Why should a metal crystal seem to push its own walls outwards or pull them inwards depending on how finely its electron waves are sampled? The atoms of hexagonal ruthenium below never move and the cell keeps its size. Only the mesh of k-points changes, the grid of wave vectors over which the energies of the occupied electron states are averaged. Yet the pressure is positive on the coarsest mesh, 3,3,2, and strongly negative on the next, 4,4,2.

SIRIUS 7.12.0, plane-wave DFT with PBEsol and GBRV 1.5 ultrasoft pseudopotentials, for hexagonal Ru (2 atoms per cell) at fixed geometry, without spin polarisation or spin–orbit coupling. The wavefunction cutoff is 557.289 eV and the cold smearing is 0.05 eV wide. The sweep value is the k-point mesh; energies are free energies relative to the 16,16,9 mesh.

| sweep value | energy less tightest (meV/atom) | pressure (GPa) |
| --- | --- | --- |
| 3,3,2 | 460.7 | 1.973 |
| 4,4,2 | -180.0 | -10.396 |
| 6,6,3 | 40.8 | -6.035 |
| 8,8,4 | -12.9 | -6.855 |
| 9,9,5 | -11.2 | -6.986 |
| 11,11,6 | 7.8 | -6.705 |
| 14,14,8 | 5.3 | -6.747 |
| 16,16,9 | 0.0 | -6.868 |

A tempting explanation treats the mesh like a basis set. More basis functions give the electrons more freedom, so the energy can only go down, and a coarse choice always errs on the high side. The first row seems to agree, since 3,3,2 lies 460.7 meV/atom above the densest mesh. The second row refutes the idea: 4,4,2 lies 180.0 meV/atom below it, although it has far fewer points. Later rows also fall on both sides of zero.

The reason is that a k-mesh gives the electrons no freedom. It replaces an integral over all wave vectors by a sum over a few of them, much as a survey replaces a population by a sample. A sample can catch too many high-lying states or too many low-lying ones, and the average errs accordingly. The low energy on 4,4,2 is therefore no sign of a better or more stable state; it is a sampling error with a minus sign.

This leaves the question of which electrons are being sampled badly. Ruthenium has broad bands that resemble those of free electrons, and narrower d bands that are only partly filled. Both are cut by the Fermi level, the energy up to which states are occupied, so either could be the main source of the error. The pressure offers a way to tell them apart, because the two kinds of band respond differently to compression.

For free electrons, the energy goes as the square of the wave vector, and the wave vectors grow as the crystal shrinks. Their band energies therefore scale with the volume V as V^(−2/3). The width of a d band comes from electrons hopping between neighbouring atoms, and in the standard picture this hopping falls as the fifth power of the distance. Since distance goes as V^(1/3), the d-band width scales as V^(−5/3), a much steeper dependence.

Now suppose that the crystal is compressed evenly while the number of mesh divisions stays the same. In wave-vector space the mesh then stretches together with the bands. As long as the bands keep their shape, it samples them in the same pattern, and the energy error simply scales with the band energies. If the error is δE and goes as V^(−g), then its contribution to the pressure, minus the derivative with respect to volume, is δP = g·δE/V. An energy that is too high thus brings a pressure that is too high, because the crystal could lower its spurious energy by expanding. The exponent g should be near 5/3 for d bands and near 2/3 for free-electron bands.

The two coarsest meshes make a good test, since they have the same two divisions along the hexagonal axis and differ only in the plane. Going from 3,3,2 to 4,4,2 lowers the energy by 640.7 meV/atom, or 0.6407 eV. Divided by the atomic volume of 13.57 Å³, this is 0.0472 eV/Å³, which equals about 7.6 GPa. That would be the drop in pressure if g were one.

Multiplying by 5/3 gives an expected drop of 12.6 GPa, whereas 2/3 gives only 5.0 GPa. The calculation itself gives 1.973 + 10.396, or about 12.4 GPa. The d-band estimate is thus within about 2% of the computed drop, and the free-electron estimate is less than half of it. No constant was adjusted to reach this, and since only a difference between two meshes enters, it doesn't matter how well the densest mesh has converged.

The step from 4,4,2 to 6,6,3 tells the same story with the direction reversed: the energy rises, the pressure rises, and their ratio again corresponds to an exponent close to 5/3. A straight line through the pressures and energies of all eight meshes gives an exponent of 1.62, as the output below the text shows. That line is governed by the coarse meshes, whose errors are by far the largest. What the numbers establish is how fast the error changes with volume around this cell size; that it comes from d bands is an inference from this scaling and from the known electronic structure of ruthenium.

The row 8,8,4 shows where the simple picture gives out. Its energy is 12.9 meV/atom below that of the densest mesh, so the d-band estimate puts its pressure about 0.25 GPa too low. The computed pressure differs by only 0.013 GPa. A line through the five densest meshes alone gives an exponent of 0.8 ± 0.3, which is nearer to the free-electron value, but that lean rests on small errors and largely on the row 8,8,4 itself. The verdict for d bands therefore holds for the large errors of coarse meshes and shouldn't be carried over to the small ones.

A likely reason for the change, untested here, is that the remaining error comes from particular patches of the Fermi surface, the boundary in wave-vector space between occupied and empty states. Under compression the broad and the narrow bands shift relative to each other, so these patches move with respect to the mesh. The sampling pattern then no longer stays the same, and the error needn't follow the width of any one band. A fine mesh would feel this more than a coarse one, because the same shift is a larger part of its spacing.

The same boundary explains why the error dies away slowly and with changing sign. A regular mesh misjudges only those ripples of the sampled function that fit its spacing, and a finer mesh is sensitive only to finer ripples. At the Fermi surface the energy that a state contributes, counted from the Fermi level, rises to zero and then stays there, which leaves a kink. For a kink on a curved surface, theory gives ripples whose strength falls as the inverse cube of the mesh divisions, hence as one over the total number of points. Their sign depends on how the surface happens to lie between the mesh points.

The table fits this rule roughly. From 3,3,2 to 14,14,8 the number of points grows 87-fold, while the size of the energy error, counted from 16,16,9, times the number of points varies only by a factor of about 2.5. For the finest meshes this product is uncertain, because the error of 16,16,9 itself enters. Doubling the divisions in every direction should therefore cut the typical error about eightfold, but the sign of what remains can't be guessed in advance. The smearing of the occupations, which rounds off the kink, should eventually make the decay faster; the present meshes show no clear sign of that.

The slow decay also limits what the densest mesh can be used for. By the same rule, 16,16,9 should itself be off by some 2 or 3 meV/atom, and its energy still differs by 5.3 meV/atom from that of 14,14,8. The mesh 11,11,6 is the cheapest to stay within 10 meV/atom from there on, with a difference of 7.8 meV/atom. This is a statement about agreement with 16,16,9, and the margin is smaller than the last step of the series.

For anyone who needs a lattice constant, the link between energy and pressure matters more than the energy error alone. An error that was the same at every volume would drop out when volumes are compared, but this one changes with volume and so shifts the equilibrium. On 3,3,2 the pressure is 8.8 GPa higher than on the densest mesh; with a bulk modulus of roughly 300 GPa, a recalled value, that amounts to a volume about 3% too large. The coarse mesh even reverses the message of the calculation, reporting a compressed cell where the dense meshes report a stretched one.

The row 8,8,4 also carries a warning about how to judge convergence. Its pressure is the closest of all to that of the densest mesh, yet the three finer meshes in between differ by 0.12 to 0.16 GPa. When an error swings through zero, one good agreement may be a crossing and not an arrival. A safer measure is the spread over several successive meshes, taken for the quantity that is actually needed.

Printed output of the fit:

```
Errors against 16x16x9:
      row  mesh points  energy step meV/atom  pressure error GPa  d-band estimate GPa  free-electron estimate GPa  exponent from step  error times points meV
    3,3,2           18                   n/a               8.841                9.066                       3.626                 n/a                    8293
    4,4,2           32                -640.7              -3.528               -3.542                      -1.417               1.635                    5760
    6,6,3          108                 220.8               0.833               0.8029                      0.3211               1.673                    4406
    8,8,4          256                 -53.7               0.013              -0.2538                     -0.1015               1.293                    3302
    9,9,5          405                   1.7              -0.118              -0.2204                    -0.08816              -6.527                    4536
  11,11,6          726                    19               0.163               0.1535                      0.0614               1.253                    5663
  14,14,8         1568                  -2.5               0.121               0.1043                     0.04172               1.423                    8310
  16,16,9         2304                  -5.3                   0                    0                           0               1.934                       0
pressure error per meV/atom for exponent 5/3 (GPa): 0.01968
rms miss of d-band estimate on three coarsest meshes (GPa): 0.1311
rms miss of free-electron estimate on three coarsest meshes (GPa): 3.262
rms miss of d-band estimate on 8x8x4 to 14x14x8 (GPa): 0.1432
rms miss of free-electron estimate on 8x8x4 to 14x14x8 (GPa): 0.08749
largest over smallest error times points without reference: 2.516
growth of mesh points from 3x3x2 to 14x14x8 (factor): 87.11
rough error expected of the reference itself (meV/atom): 2.458
rough volume error on 3x3x2 (percent): 2.852
fit of result_pressure on 8 rows: constant -6.822 +/- 0.039, coefficient of scaled 1.624 +/- 0.019; rms 0.0928, worst 8,8,4 -0.214, leave-one-out rms 0.167
fit of result_pressure on 5 rows (na > 7): constant -6.811 +/- 0.033, coefficient of scaled 0.8219 +/- 0.32; rms 0.0553, worst 8,8,4 -0.081, leave-one-out rms 0.101
  rows outside the fit (model, value, miss): 3,3,2 -2.34, 1.973, -4.31; 4,4,2 -8.558, -10.4, 1.84; 6,6,3 -6.415, -6.035, -0.38
```
